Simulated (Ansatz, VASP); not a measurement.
Two plane-wave programs on Pd

File INCAR:

```
SYSTEM = Pd
PREC = Accurate
ENCUT = 600
EDIFF = 1E-6
ISMEAR = 0
SIGMA = 0.1
LREAL = .FALSE.
LASPH = .TRUE.
NELM = 100
ALGO = Normal
ISIF = 3
LWAVE = .FALSE.
LCHARG = .FALSE.
GGA = PE
IBRION = 2
NSW = 80
EDIFFG = -0.05
```

KPOINTS

```
Automatic mesh
0
G
  9 9 4
  0 0 0
```

Contents of POSCAR:

```
Pd
1.0
    2.8514375742      0.0000000000      0.0000000000
   -1.4257187871      2.4694173766      0.0000000000
    0.0000000000      0.0000000000      4.6619526753
Pd
2
Direct
    0.3333333333      0.6666666667      0.2500000000
    0.6666666667      0.3333333333      0.7500000000
```

Input for Ansatz:

```yaml
crystal:
  lattice:
    - [2.8514375818, 0.0, 0.0]
    - [-1.4257187909, 2.4694173832, 0.0]
    - [0.0, 0.0, 4.6619526507]
  atoms:
    - { symbol: Pd, position: [0.3333333333, 0.6666666667, 0.25] }
    - { symbol: Pd, position: [0.6666666667, 0.3333333333, 0.75] }
basis:
  ecutwfc: 420
kpoints:
  mp_grid: { grid: [9, 9, 4] }
hamiltonian:
  xc: pbe
scf:
  occupations: { method: gaussian, width: 0.1 }
output:
  forces: true
  stress: true
  eigenvalues: true
relax:
  adjacent_minimum: "off"
  f_tol: 0.05
  max_steps: 60
  cell: { stress_tol: 0.5 }
```

Alike in both runs: task relaxation of cell and atoms; functional PBE; k mesh 9 × 9 × 4; occupations gaussian, width 0.1 eV; no spin polarisation.

|  | VASP | Ansatz |
| --- | --- | --- |
| version | VASP 6.6.1 | Ansatz 0.2.0 |
| potentials or method | VASP PAW PBE potentials, release 64 (Pd) | scalar-relativistic, plane waves, PAW |
| plane-wave cutoff (eV) | 600 | 420 |
| valence electrons in the cell | 20 | 36 |

|  | VASP | Ansatz | Ansatz less VASP |
| --- | --- | --- | --- |
| gap on the k mesh at the Fermi level, each at its own relaxed structure (eV) | none | none | - |
| relaxed volume (Å³/atom) | 15.36 | 15.38 | +0.024 |
| relaxed cell length with the largest relative difference (Å) | 2.771 | 2.773 | +0.0016 |
| energy change over the relaxation (meV/atom) | -33 | -31 | +1.7 |

A gap of «none» marks a metal or a gap that the smearing closes. The two sets of potentials don't hold the same shells in valence.
